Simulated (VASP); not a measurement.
# Si (P6_3/mmc) in VASP: further runs

The runs below take Si through relaxation of shape and atoms at fixed volume, with PBE.

Everything below comes from runs of VASP 6.6.1. Logs are shortened: lines on timing, memory, paths and dates and some standing lists are left out, and cuts for length are marked.

## Step 1: The crystal as given

It takes space group P6_3/mmc (No. 194, hexagonal). Conventional cell: a = 2.704 Å, b = 2.704 Å, c = 4.499 Å, α = 90.00°, β = 90.00°, γ = 120.00°. Si (site symmetry -6m2) is surrounded by 12 Si at 2.70 to 2.74 Å.

This isn't the form of Si at room conditions, which is diamond.

## Step 2: Relaxation of shape and atoms at fixed volume, PBE (a relaxed cell with its volume scaled by 0.98)

INCAR reads:

```
PREC     = Accurate       # precision mode
ENCUT    = 300            # plane-wave cutoff, eV
EDIFF    = 1E-7           # SCF threshold, eV
ISMEAR   = 1              # smearing method
SIGMA    = 0.1            # smearing width, eV
LREAL    = False          # projectors in reciprocal space
LASPH    = True           # aspherical terms in the spheres
NELM     = 80             # most SCF steps
ALGO     = Normal         # electronic algorithm
ISIF     = 4              # what is computed and relaxed
LWAVE    = False          # write WAVECAR
LCHARG   = False          # write CHGCAR
GGA      = PE             # functional
IBRION   = 2              # ionic algorithm
NSW      = 40             # ionic steps
EDIFFG   = -0.01          # ionic threshold
```

KPOINTS reads:

```
regular mesh
0
Gamma
  9 9 4
```

POSCAR reads:

```
Si                                      
1.0
    2.6856738170      0.0000000000      0.0000000000
   -1.3428369085      2.3258617518      0.0000000000
    0.0000000000      0.0000000000      4.4689455532
  Si            
     2
Direct
     0.3333333300000021    0.6666666699999979    0.2500000000000000
     0.6666666699999979    0.3333333300000021    0.7500000000000000
```

Potentials or basis: VASP PAW PBE potentials, release 64 (Si).

Run with:

```
$ cat potpaw_PBE.64/Si/POTCAR > POTCAR
$ mpirun -np 1 vasp_std > vasp.out
```

OUTCAR:

```text
PREC = Accurate
   ENCUT = 300
   EDIFF = 1E-7
   ISMEAR = 1
   LREAL = False
   LASPH = True
   NELM = 80
   ISIF = 4
   GGA = PE
   IBRION = 2
   NSW = 40
   EDIFFG = -0.01

 ion  position               nearest neighbor table
   1  0.333  0.667  0.250-   2 2.72   2 2.72   2 2.72   2 2.72   2 2.72   2 2.72
   2  0.667  0.333  0.750-   1 2.72   1 2.72   1 2.72   1 2.72   1 2.72   1 2.72

  LATTYP: Found a hexagonal cell.
 ALAT       =     2.6856738170
 C/A-ratio  =     1.6639941623

  Lattice vectors:

 A1 = (   2.6856738170,   0.0000000000,   0.0000000000)
 A2 = (  -1.3428369085,   2.3258617518,   0.0000000000)
 A3 = (   0.0000000000,   0.0000000000,   4.4689455532)

Analysis of symmetry for initial positions (statically):
=====================================================================
 Subroutine PRICEL returns:
 Original cell was already a primitive cell.

 Routine SETGRP: Setting up the symmetry group for a
 hexagonal supercell.

 Subroutine GETGRP returns: Found 24 space group operations
 (whereof 12 operations were pure point group operations)
 out of a pool of 24 trial point group operations.

The static configuration has the point symmetry D_3d.
 The point group associated with its full space group is D_6h.

Analysis of symmetry for dynamics (positions and initial velocities):
=====================================================================
 Subroutine PRICEL returns:
 Original cell was already a primitive cell.

 Routine SETGRP: Setting up the symmetry group for a
 hexagonal supercell.

 Subroutine GETGRP returns: Found 24 space group operations
 (whereof 12 operations were pure point group operations)
 out of a pool of 24 trial point group operations.

The dynamic configuration has the point symmetry D_3d.
 The point group associated with its full space group is D_6h.

 Subroutine INISYM returns: Found 24 space group operations
 (whereof 12 operations are pure point group operations),
 and found     1 'primitive' translations

----------------------------------------------------------------------------------------

                                     Primitive cell

  volume of cell :      27.9153

  direct lattice vectors                    reciprocal lattice vectors
     2.685673817  0.000000000  0.000000000     0.372346036  0.214974084  0.000000000
    -1.342836909  2.325861752  0.000000000     0.000000000  0.429948168  0.000000000
     0.000000000  0.000000000  4.468945553     0.000000000  0.000000000  0.223766432

  length of vectors
     2.685673817  2.685673817  4.468945553     0.429948168  0.429948168  0.223766432

  position of ions in fractional coordinates (direct lattice)
     0.333333330  0.666666670  0.250000000
     0.666666670  0.333333330  0.750000000

  ion indices of the primitive-cell ions
   primitive index   ion index
                 1           1
                 2           2

----------------------------------------------------------------------------------------

 KPOINTS: regular mesh

Automatic generation of k-mesh.
 Grid dimensions read from file:
 generate k-points for:    9    9    4

 Generating k-lattice:

  Cartesian coordinates                     Fractional coordinates (reciprocal lattice)
     0.041371782  0.023886009  0.000000000     0.111111111  0.000000000  0.000000000
     0.000000000  0.047772019  0.000000000     0.000000000  0.111111111  0.000000000
     0.000000000  0.000000000  0.055941608     0.000000000  0.000000000  0.250000000

  Length of vectors
     0.047772019  0.047772019  0.055941608

  Shift w.r.t. Gamma in fractional coordinates (k-lattice)
     0.000000000  0.000000000  0.000000000

 Subroutine IBZKPT returns following result:
 ===========================================

 Found     36 irreducible k-points:

 Following reciprocal coordinates:
            Coordinates               Weight
  0.000000  0.000000  0.000000      1.000000
  0.111111 -0.000000  0.000000      6.000000
  0.222222 -0.000000  0.000000      6.000000
  0.333333 -0.000000  0.000000      6.000000
  0.444444 -0.000000  0.000000      6.000000
  0.111111  0.111111  0.000000      6.000000
[... 16 lines left out ...]
  0.333333  0.222222  0.250000     24.000000
  0.333333  0.333333  0.250000      4.000000
 [... further k-points ...]
   k-points           NKPTS =     36   k-points in BZ     NKDIM =     36   number of bands    NBANDS=      8
   number of dos      NEDOS =    301   number of ions     NIONS =      2
   total plane-waves  NPLWV =   7168
   dimension x,y,z NGX =    16 NGY =   16 NGZ =   28
   dimension x,y,z NGXF=    32 NGYF=   32 NGZF=   56
   ions per type =               2
   NGX,Y,Z   is equivalent  to a cutoff of   9.90,  9.90, 10.42 a.u.
   NGXF,Y,Z  is equivalent  to a cutoff of  19.81, 19.81, 20.83 a.u.
 SYSTEM =  unknown system
   PREC   = accura    normal or accurate (medium, high low for compatibility)
   ISTART =      0    job   : 0-new  1-cont  2-samecut
   ICHARG =      2    charge: 1-file 2-atom 10-const
   ISPIN  =      1    spin polarized calculation?
   LNONCOLLINEAR =      F non collinear calculations
   LSORBIT =      F    spin-orbit coupling
   LASPH  =      T    aspherical Exc in radial PAW
   ENCUT  =  300.0 eV  22.05 Ry    4.70 a.u.   3.79  3.79  6.31*2*pi/ulx,y,z
   NELM   =     80;   NELMIN=  2; NELMDL= -5     # of ELM steps
   EDIFF  = 0.1E-06   stopping-criterion for ELM
   LREAL  =      F    real-space projection
   EDIFFG = -.1E-01   stopping-criterion for IOM
   NSW    =     40    number of steps for IOM
   IBRION =      2    ionic relax: 0-MD 1-quasi-New 2-CG
   NFREE  =      1    steps in history (QN), initial steepest desc. (CG)
   ISIF   =      4    stress and relaxation
   ISYM   =      2    0-nonsym 1-usesym 2-fastsym
   POTIM  = 0.5000    time-step for ionic-motion
   TEBEG  =    0.0;   TEEND  =   0.0 temperature during run
   PSTRESS=    0.0 pullay stress
   NELECT =       8.0000    total number of electrons
   NUPDOWN=      -1.0000    fix difference up-down
   EMIN   =  10.00;   EMAX   =-10.00  energy-range for DOS
   EFERMI =   0.00;   METHOD = LEGACY
   ISMEAR =     1;   SIGMA  =   0.10  broadening in eV -4-tet -1-fermi 0-gaus
   EFERMI_NEDOS =   21; number of points for ismear=-14 and -15
   IALGO  =     38    algorithm
   IMIX   =      4    mixing-type and parameters
     AMIX     =   0.40;   BMIX     =  1.00
     AMIX_MAG =   1.60;   BMIX_MAG =  1.00
  volume/ion in A,a.u.               =      13.96        94.19
  Fermi-wavevector in a.u.,A,eV,Ry     =   1.079338  2.039653 15.850383  1.164970
  Thomas-Fermi vector in A             =   2.215300
   LORBIT       =      0    0 simple, 1 ext, 2 COOP (PROOUT), +10 PAW based schemes
   GGA     = PE    functional components
   LHFCALC =     F    Hartree Fock is set to
   AEXX    =    0.0000 exact exchange contribution
   IVDW    =     0    specifies the selected vdW correction
   LEPSILON=     F    determine dielectric tensor
   LRPA    =     F    only Hartree local field effects (RPA)
 conjugate gradient relaxation of ions
 non-spin polarized calculation
 Methfessel and Paxton  Order N= 1 SIGMA  =   0.10
  energy-cutoff  :      300.00
  volume of cell :       27.92
 maximum number of plane-waves:       342
 NGX is ok and might be reduce to    16
   NGX =  7   NGY =  7   NGZ = 13

 number of electron       7.9999999 magnetization

 Free energy of the ion-electron system (eV)
  ---------------------------------------------------
  ext. energy  EPLUGINS =         0.00000000
  ---------------------------------------------------
  free energy    TOTEN  =        -9.91002618 eV

  energy without entropy =       -9.90981705  energy(sigma->0) =       -9.90995647

 E-fermi :  10.8317     XC(G=0): -11.3422

 val. band max:       10.7829929517   @ k =   0.4444   0.1111   0.0000
 cond. band min:      11.0629528965   @ k =   0.3333   0.3333   0.0000
 fundamental gap:      0.2799599448
 Fermi energy:        10.8316785371

 k-point     1 :       0.0000    0.0000    0.0000
  band No.  band energies     occupation
      1      -4.1419      2.00000
      2       2.6658      2.00000
      3       3.3832      2.00000
      4      19.3798      0.00000
      5      19.3798      0.00000
      6      20.7435      0.00000
      7      20.7435      0.00000
      8      21.9169      0.00000

 k-point     2 :       0.1111   -0.0000    0.0000
  band No.  band energies     occupation
      1      -3.8103      2.00000
      2       2.9940      2.00000
      3       3.6965      2.00000
      4      15.9246      0.00000
      5      17.6868      0.00000
      6      19.7473      0.00000
      7      21.4571      0.00000
      8      21.6187      0.00000

 k-point     3 :       0.2222   -0.0000    0.0000
  band No.  band energies     occupation
      1      -2.8191      2.00000
      2       3.9681      2.00000
      3       4.6326      2.00000
      4      11.5247     -0.00000
      5      15.9905      0.00000
      6      17.6007      0.00000
      7      18.2732      0.00000
      8      18.4541      0.00000

 k-point     4 :       0.3333   -0.0000    0.0000
  band No.  band energies     occupation
      1      -1.1792      2.00000
      2       5.5612      2.00000
      3       6.1808      2.00000
      4       7.5282      2.00000
      5      13.8974      0.00000
      6      14.7114      0.00000
      7      14.8407      0.00000
      8      17.0902      0.00000

 k-point     5 :       0.4444   -0.0000    0.0000
  band No.  band energies     occupation
      1       1.0788      2.00000
      2       4.0339      2.00000
      3       7.7991      2.00000
      4       8.2433      2.00000
      5      10.6084      2.00703
      6      11.4752     -0.00000
      7      14.2640      0.00000
      8      16.4889      0.00000

 k-point     6 :       0.1111    0.1111    0.0000
  band No.  band energies     occupation
      1      -3.1489      2.00000
      2       3.6442      2.00000
      3       4.3210      2.00000
      4      13.6726      0.00000
      5      14.1770      0.00000
      6      19.6537      0.00000
      7      19.6836      0.00000
      8      19.8163      0.00000

 k-point     7 :       0.2222    0.1111    0.0000
  band No.  band energies     occupation
      1      -1.8331      2.00000
      2       4.9320      2.00000
      3       5.5648      2.00000
      4       9.6791      2.00000
      5      12.4532     -0.00000
      6      15.9248      0.00000
      7      16.6154      0.00000
      8      18.3652      0.00000
[... 133 lines left out ...]
 k-point    20 :       0.3333    0.1111    0.2500
  band No.  band energies     occupation
      1       0.5662      2.00000
      2       4.0839      2.00000
      3       6.3667      2.00000
      4       9.6276      2.00000
      5      11.1400     -0.00012
      6      11.9727     -0.00000
      7      15.1276      0.00000
      8      16.6871      0.00000

 k-point    21 :       0.4444    0.1111    0.2500
  band No.  band energies     occupation
      1       2.8619      2.00000
      2       3.4578      2.00000
      3       6.3840      2.00000
      4       6.8862      2.00000
      5      11.6284     -0.00000
      6      13.1761      0.00000
      7      13.5265      0.00000
      8      15.4147      0.00000

 k-point    22 :       0.2222    0.2222    0.2500
  band No.  band energies     occupation
      1       0.2443      2.00000
      2       3.7698      2.00000
      3       8.5901      2.00000
      4       9.1541      2.00000
      5      10.4947      2.00002
      6      11.9857     -0.00000
      7      12.8247     -0.00000
      8      18.0008      0.00000

 k-point    23 :       0.3333    0.2222    0.2500
  band No.  band energies     occupation
      1       2.4859      2.00000
      2       5.3679      2.00000
      3       6.0153      2.00000
      4       8.2722      2.00000
      5       8.8373      2.00000
      6      11.4535     -0.00000
      7      13.0963      0.00000
      8      15.7269      0.00000

 k-point    24 :       0.3333    0.3333    0.2500
  band No.  band energies     occupation
      1       4.7862      2.00000
      2       4.7862      2.00000
      3       5.6780      2.00000
      4       8.2926      2.00000
      5       8.2926      2.00000
      6       8.9680      2.00000
      7      14.9210      0.00000
      8      14.9210      0.00000

 [... further k-points ...]
[... 5 lines left out ...]
  --------------------------------------------------------------------------------------
  -------------------------------------------------------------------------------------
  Total        0.3681144      0.3681144      0.3496003     -0.0000000      0.0000000      0.0000000
  in kB       21.1276472     21.1276472     20.0650478     -0.0000000      0.0000000      0.0000000
  external PRESSURE =      20.7734474 kB  Pullay stress =       0.0000000 kB

 VOLUME and BASIS-vectors are now :
 -----------------------------------------------------------------------------
  energy-cutoff  :      300.00
  volume of cell :       27.92
      direct lattice vectors                 reciprocal lattice vectors
     2.685673817  0.000000000  0.000000000     0.372346036  0.214974084  0.000000000
    -1.342836909  2.325861752  0.000000000     0.000000000  0.429948168  0.000000000
     0.000000000  0.000000000  4.468945553     0.000000000  0.000000000  0.223766432

 POSITION                                       TOTAL-FORCE (eV/Angst)
 -----------------------------------------------------------------------------------
     -0.00000      1.55057      1.11724        -0.000000      0.000000      0.000000
      1.34284      0.77529      3.35171         0.000000     -0.000000      0.000000
 -----------------------------------------------------------------------------------
    total drift:                               -0.000000      0.000000     -0.000000

  FREE ENERGIE OF THE ION-ELECTRON SYSTEM (eV)
  ---------------------------------------------------
  free  energy   TOTEN  =        -9.9100261765 eV

  energy  without entropy=       -9.9098170462  energy(sigma->0) =       -9.90995647

 reached required accuracy - stopping structural energy minimisation
```

Run time: 3 s. Hardware: 1 thread of Intel Xeon Platinum 8259CL at 2.50GHz (Skylake/Cascade Lake), shared host; peak memory 0.11 GiB.

What came out:

* Free energy: -9.9100 eV
* Pressure after relaxing: 2.1 GPa
* Band gap on the k mesh: none (metal or under the smearing width)

Stress tensor (GPa, compression positive):
```
2.11 0.00 0.00
0.00 2.11 0.00
0.00 0.00 2.01
```

Final structure:
```
CELL_PARAMETERS angstrom
2.68567 0.00000 0.00000
-1.34284 2.32586 0.00000
0.00000 0.00000 4.46895
ATOMIC_POSITIONS crystal
Si 0.33333 0.66667 0.25000
Si 0.66667 0.33333 0.75000
```

Caveat: the cutoff is under 1.25 times the usual one of these potentials, so pressure, stress and relaxed cells hold a basis-set (Pulay) error; the relaxation stopped at its first step, so nothing moved.

(Continued in part 2 of 2.)
